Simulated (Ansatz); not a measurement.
The system is CuO.

```
Cu O
1.0
     3.17953    0.00000    0.00000
    -1.58977    2.75356    0.00000
     0.00000    0.00000    4.43149
Cu O
2 2
Direct
  0.00000 0.00000 0.00000
  0.00000 0.00000 0.50000
  0.33333 0.66667 0.25000
  0.66667 0.33333 0.75000
```

Measurements of this composition are mostly on another form, of space group No. 15.

Base run:

```yaml
Program: Ansatz 0.2.0
Functional: LDA
Potentials_or_basis: Ansatz PAW
Cutoff: 420 eV
Density_cutoff: 1680 eV
k_mesh: 10 × 10 × 6
Occupations: fermi-dirac, width 0.05 eV
Spin: no spin polarisation
Hubbard_terms: Cu d U = 2 eV
```

Its results: band gap on the k mesh none (metal or under the smearing width); pressure -9.1 GPa.

The run is repeated on the same cell with these changes: hubbard terms from Cu d U = 2 eV to Cu d U = 4 eV. What comes out?

Band gap on the k mesh none (metal or under the smearing width); pressure -7.9 GPa.

Caveats: the run has no spin polarisation, though such a crystal can be magnetic; U without spin polarisation on a metal has little footing; the PAW data sets come from PBE, with cores solved anew for the run's functional, which leaves a small shift of forces and pressure.

Not every run made on this cell is shown here.
